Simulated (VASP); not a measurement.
Input of a VASP 6.6.1 run:

The input INCAR:

```
ALGO = Fast
EDIFF = 1E-6
ENCUT = 520
GGA = PE
ISIF = 2
ISMEAR = 0
LASPH = True
LCHARG = False
LREAL = False
LWAVE = False
NBANDS = 15
NELM = 100
PREC = Accurate
SIGMA = 0.05
```

KPOINTS

```
k-points
0
Gamma
  8 8 8
```

File POSCAR:

```
CaSe
1.0
    0.0000000000      3.3000000000      3.3000000000
    3.3000000000      0.0000000000      3.3000000000
    3.3000000000      3.3000000000      0.0000000000
Ca Se
1 1
Direct
    0.0000000000      0.0000000000      0.0000000000
    0.7500000000      0.7500000000      0.7500000000
```

Potentials or basis: VASP PAW PBE potentials, release 64 (Ca_sv, Se).

Command:

```sh
$ cat potpaw_PBE.64/Ca_sv/POTCAR potpaw_PBE.64/Se/POTCAR > POTCAR
$ mpirun -np 1 vasp_std > vasp.out
```

**Question.** Predict the band gap on the k mesh.

**Answer.** 3.14 eV, indirect (least direct gap 3.24 eV).

**Question.** Predict the pressure.

**Answer.** -0.1 GPa.

A k mesh can miss the band edges. As with any semilocal functional, this PBE gap is likely too small.
